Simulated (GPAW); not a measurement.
Write an ASE script for GPAW 26.7.0 that does the following.

```
Task                : equation of state
Functional          : vdW-DF2
Potentials or basis : GPAW PAW data sets (gpaw-data 1.2.1)
Cutoff              : 600 eV
Basis               : pw
k mesh              : 6 × 6 × 6
Occupations         : fermi-dirac, width 0.05 eV
Spin                : no spin polarisation
Maxiter             : 150
Eos scales          : [0.94, 0.96, 0.98, 1.0, 1.02, 1.04, 1.06]
```

Crystal: GaSb.

```
Sb Ga
1.0
     0.00000    3.05900    3.05900
     3.05900    0.00000    3.05900
     3.05900    3.05900    0.00000
Sb Ga
1 1
Direct
  0.75000 0.75000 0.75000
  0.00000 0.00000 0.00000
```

These files were run (other wordings do the same):

run.py

```python
from ase import Atoms
from ase.eos import EquationOfState
from ase.io import Trajectory
from ase.units import GPa
from gpaw import GPAW, PW

atoms = Atoms(['Sb', 'Ga'],
              cell=[[0.0, 3.059, 3.059],
                    [3.059, 0.0, 3.059],
                    [3.059, 3.059, 0.0]],
              scaled_positions=[[0.75, 0.75, 0.75],
                                [0.0, 0.0, 0.0]],
              pbc=True)

traj = Trajectory('eos.traj', 'w')
volumes, energies = [], []
for x in [0.94, 0.96, 0.98, 1.0, 1.02, 1.04, 1.06]:
    a = atoms.copy()
    a.set_cell(atoms.cell * x**(1 / 3), scale_atoms=True)
    calc = GPAW(mode=PW(600),
                xc={'name': 'vdW-DF2', 'backend': 'libvdwxc'},
                kpts={'size': (6, 6, 6), 'gamma': True},
                occupations={'name': 'fermi-dirac', 'width': 0.05},
                nbands=18,
                convergence={'density': 1e-05, 'energy': 1e-05},
                maxiter=150,
                txt=f'eos-{x:.2f}.txt')
    a.calc = calc
    energies.append(a.get_potential_energy(force_consistent=True))
    volumes.append(a.get_volume())
    calc.write(f'eos-{x:.2f}.gpw')
    traj.write(a)
    print(f'{x:.2f} {volumes[-1]:10.4f} A^3 {energies[-1]:14.6f} eV', flush=True)

v0, e0, B = EquationOfState(volumes, energies, eos='birchmurnaghan').fit()
print(f'V0 = {v0:.4f} A^3, E0 = {e0:.6f} eV, B0 = {B / GPa:.2f} GPa')
```

Potentials or basis: GPAW PAW data sets (gpaw-data 1.2.1), pw.

Run with:

```bash
$ OMP_NUM_THREADS=1 python run.py
```

Results of the run:

The equilibrium volume is 32.97 Å³/atom (rough: see the caveat). The bulk modulus is 38 GPa (rough).

Caveat: the minimum lies outside the volumes run; the PAW data sets were made with another functional, which shifts forces and pressure a little.

Run time: 61 s on 1 thread of Arm Neoverse V2 (shared host), peak memory 0.36 GiB.
